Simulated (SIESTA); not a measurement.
**BAs under changes of volume**

One of the cells (13.899 Å³/atom); the others are scaled copies at fixed shape and fractional positions:

```
CELL_PARAMETERS angstrom
0.00000 2.40432 2.40432
2.40432 0.00000 2.40432
2.40432 2.40432 0.00000
ATOMIC_POSITIONS crystal
As 0.75000 0.75000 0.75000
B 0.00000 0.00000 0.00000
```

| Item | Value |
| --- | --- |
| Program | SIESTA 5.4.2 |
| Functional | PBEsol |
| Potentials or basis | PseudoDojo 0.4 standard (PBEsol files) |
| Basis | DZP (energy shift 0.003 Ry; two zetas on semicore shells) |
| Grid cutoff | 500 Ry |
| Energy shift | 0.003 Ry |
| k mesh | 10 × 10 × 10 |
| Occupations | fermi-dirac, width 0.05 eV |
| Spin | no spin polarisation |

| volume (Å³/atom) | energy over the lowest point (meV/atom) | pressure (GPa) | gap on the mesh (eV) |
| --- | --- | --- | --- |
| 12.809 | 31.09 | 11.1 | 1.19 |
| 13.081 | 15.36 | 7.5 | 1.20 |
| 13.354 | ? | ? | ? |
| 13.899 | 0.00 | -1.1 | 1.26 |
| 14.171 | 3.68 | -3.2 | 1.27 |
| 14.444 | 11.12 | -5.5 | 1.29 |

**Question.** What does the run at 13.354 Å³/atom give?

**Answer.** Energy over the lowest point 5.28 meV/atom; pressure 4.4 GPa; gap on the mesh 1.22 eV.

Worked out: A Birch-Murnaghan fit of order 3 (a polynomial in V^(-2/3)) to the other rows has its minimum at 13.78 Å³/atom with B0 = V·E''(V) = 127 GPa and B' = 4.5. It gives 5.30 meV/atom at 13.354 Å³/atom, against the run's 5.28, and -dE/dV = 4.4 GPa, against 4.4. A straight line through the other rows of the gap, of slope 0.852 eV per unit of ln V, gives 1.22 eV, against the run's 1.22.

Energies are extrapolated to zero smearing.

Caveats: the basis of atomic orbitals isn't converged, which shifts pressures, moduli and gaps.

A mesh can miss the band edges. Spin-orbit coupling on As is left out.
